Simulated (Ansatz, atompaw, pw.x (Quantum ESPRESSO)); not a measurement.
**pw.x on bcc W: one setting changed**

Potential: PAW, atompaw 4.2.0.5, LDA (PW92); core [Kr] 4d10 4f14, reference 5s2 5p6 5d5 6s1 6p0; waves: 5s (bound): rc 1.30 bohr; 6s (bound): rc 1.90 bohr; 5p (bound): rc 1.75 bohr; 6p (bound, empty): rc 1.80 bohr; 5d (bound): rc 2.50 bohr; 5d channel at 1.7 Ry: rc 2.50 bohr; local part: bessel scheme, radius 2.30 bohr; core correction: smooth core density matched at 1.40 bohr; augmentation: sinc compensation charge, radius 2.35 bohr; PAW radius 2.50 bohr; waves and projectors: custom rrkj vanderbiltortho.

The reference run (k-mesh 15³, cutoffs 60/600 Ry, Fermi–Dirac 0.01 Ry, mixing_beta 0.4, conv_thr 1e-9, no spin) gives 1.74 GPa at 15.430 Å³/atom, where all-electron LAPW gives -0.34 GPa. This run, with its own iteration cap, changes smearing to mv.

```
&control
  calculation='scf', prefix='x', pseudo_dir='./', outdir='./tmp', tstress=.true., disk_io='none'
/
&system
  ibrav=0, nat=1, ntyp=1, ecutwfc=60, ecutrho=600, nbnd=15,
  occupations='smearing', smearing='mv', degauss=0.01
/
&electrons
  conv_thr=1e-09, mixing_beta=0.4, electron_maxstep=50
/
ATOMIC_SPECIES
W 1.0 W.UPF
CELL_PARAMETERS angstrom
  -1.56832228 1.56832228 1.56832228
  1.56832228 -1.56832228 1.56832228
  1.56832228 1.56832228 -1.56832228
ATOMIC_POSITIONS crystal
W 0.0000 0.0000 0.0000
K_POINTS automatic
15 15 15 0 0 0
```

```bash
pw.x < W.scf.in > W.scf.out
```

**Question.** How does the run end?

**Answer.** It converges in 17 iterations; the free energy moves by +14.8 meV/atom and the pressure by +0.14 GPa. This scheme is built to cancel the term in the square of the width that Fermi–Dirac smearing leaves in the F of a metal.

```
Message from routine setup:
     using ibrav=0 with symmetry is DISCOURAGED, use correct ibrav instead
     lattice parameter (alat)  =       5.1333  a.u.
     unit-cell volume          =     104.1268 (a.u.)^3
     number of electrons       =        14.00
     number of Kohn-Sham states=           15
     kinetic-energy cutoff     =      60.0000  Ry
     charge density cutoff     =     600.0000  Ry
     scf convergence threshold =      1.0E-09
     Exchange-correlation= SLA PW NOGX NOGC
     number of k points=   120  Marzari-Vanderbilt smearing, width (Ry)=  0.0100
     iteration #  1     ecut=    60.00 Ry     beta= 0.40
     total energy              =    -741.50790878 Ry
     estimated scf accuracy    <       0.08331730 Ry
     iteration #  2     ecut=    60.00 Ry     beta= 0.40
     total energy              =    -741.51013988 Ry
     estimated scf accuracy    <       0.02090354 Ry
     iteration #  3     ecut=    60.00 Ry     beta= 0.40
     total energy              =    -741.51474426 Ry
     estimated scf accuracy    <       0.00998859 Ry
     [... 11 iterations left out ...]
     iteration # 15     ecut=    60.00 Ry     beta= 0.40
     total energy              =    -741.51442247 Ry
     estimated scf accuracy    <       0.00000001 Ry
     iteration # 16     ecut=    60.00 Ry     beta= 0.40
     total energy              =    -741.51442247 Ry
     estimated scf accuracy    <          2.9E-09 Ry
     iteration # 17     ecut=    60.00 Ry     beta= 0.40
     the Fermi energy is    21.2242 ev
!    total energy              =    -741.51442247 Ry
     estimated scf accuracy    <          1.9E-11 Ry
     smearing contrib. (-TS)   =       0.00003758 Ry
     The total energy is F=E-TS. E is the sum of the following terms:
     one-electron contribution =      -7.78880520 Ry
     hartree contribution      =      24.22480069 Ry
     xc contribution           =     -22.39388577 Ry
     ewald contribution        =    -120.33772921 Ry
     one-center paw contrib.   =    -615.21884056 Ry
     convergence has been achieved in  17 iterations
          total   stress  (Ry/bohr**3)                   (kbar)     P=       18.71
     Message from routine punch:
     Nothing written, as per user request (disk_io='none')
```

The run took about 40 s on one core of a shared host (Intel(R) Xeon(R) Platinum 8488C, 96 threads, 372 GiB, load 69).
